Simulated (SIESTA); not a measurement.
The system is Pb.

```
Pb
1.0
     0.00000    2.47502    2.47502
     2.47502    0.00000    2.47502
     2.47502    2.47502    0.00000
Pb
1
Direct
  0.00000 0.00000 0.00000
```

Program: SIESTA 5.4.2. Alike in all runs: no spin polarisation; cell as given; k mesh 9 × 9 × 9; smearing fermi-dirac 0.05 eV; grid cutoff 500 Ry; energy shift 0.003 Ry.

**Question.** Order these runs on this cell by their pressure, lowest first.
A. level vdW-DF2; potentials or basis PseudoDojo 0.4 standard (PBE files), DZP (energy shift 0.003 Ry; two zetas on semicore shells)
B. level PBE; potentials or basis PseudoDojo 0.4 standard (PBE files), DZP (energy shift 0.003 Ry; two zetas on semicore shells)
C. level LDA; potentials or basis PseudoDojo 0.4 standard (LDA files), DZP (energy shift 0.003 Ry; two zetas on semicore shells)
D. level vdW-DF; potentials or basis PseudoDojo 0.4 standard (PBE files), DZP (energy shift 0.003 Ry; two zetas on semicore shells)
E. level vdW-DF-cx; potentials or basis PseudoDojo 0.4 standard (PBE files), DZP (energy shift 0.003 Ry; two zetas on semicore shells)

**Answer.** C (-1.6 GPa), E (0.4 GPa), B (2.8 GPa), D (5.7 GPa), A (8.5 GPa).

Caveats: the basis of atomic orbitals isn't converged, which shifts pressures, moduli and gaps; the potentials were made for another functional, which shifts forces and pressure (some runs).
